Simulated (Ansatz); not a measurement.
# PbSe: the cost of one run

Program: Ansatz 0.2.0. Level of theory: DFT PBE, scalar-relativistic, plane waves, PAW. These are calculated values, not measurements.

2 further runs of the same task are left out: 2 that didn't finish.

## (1) The system as given

Symmetry: P6_3/mmc, No. 194, hexagonal system. The conventional cell has a = 3.768 Å, b = 3.768 Å, c = 7.073 Å, α = 90.00°, β = 90.00°, γ = 120.00°. Pb (site symmetry -6m2) has 6 Se at 2.80 Å as nearest neighbours. Se (site symmetry -3m) is surrounded by 6 Pb at 2.80 Å.

Structure file:

```
Pb Se
1.0
     3.76767    0.00000    0.00000
    -1.88384    3.26290    0.00000
     0.00000    0.00000    7.07284
Pb Se
2 2
Direct
  0.66667 0.33333 0.75000
  0.33333 0.66667 0.25000
  0.00000 0.00000 0.00000
  0.00000 0.00000 0.50000
```

The cell is invented: 6-connected net, two elements alternating (P6_3/mmc, No. 194). Its size is a rough estimate.

## (2) A first look at the guess

input.yaml

```yaml
crystal:
  lattice:
    - [3.76767325, 0.0, 0.0]
    - [-1.88383663, 3.26290075, 0.0]
    - [0.0, 0.0, 7.07284281]
  atoms:
    - { symbol: Pb, position: [0.66666667, 0.33333333, 0.75] }
    - { symbol: Pb, position: [0.33333333, 0.66666667, 0.25] }
    - { symbol: Se, position: [0.0, 0.0, 0.0] }
    - { symbol: Se, position: [0.0, 0.0, 0.5] }
basis:
  ecutwfc: 420
kpoints:
  mp_grid: { grid: [6, 6, 4] }
hamiltonian:
  xc: pbe
scf:
  occupations: { method: gaussian, width: 0.1 }
  lower_state_search: "off"
output:
  forces: true
  stress: true
  eigenvalues: true
```

Launch:

```bash
> ansatz run input.yaml --threads 1 --pin off --max-ram 2048MiB --backend cpu --events-out ev --progress --plain --runs-dir out
```

Q: Estimate wall time and peak memory on 1 thread of Arm Neoverse V1, shared host.

About 3.4 s, with a peak of 0.36 GiB.
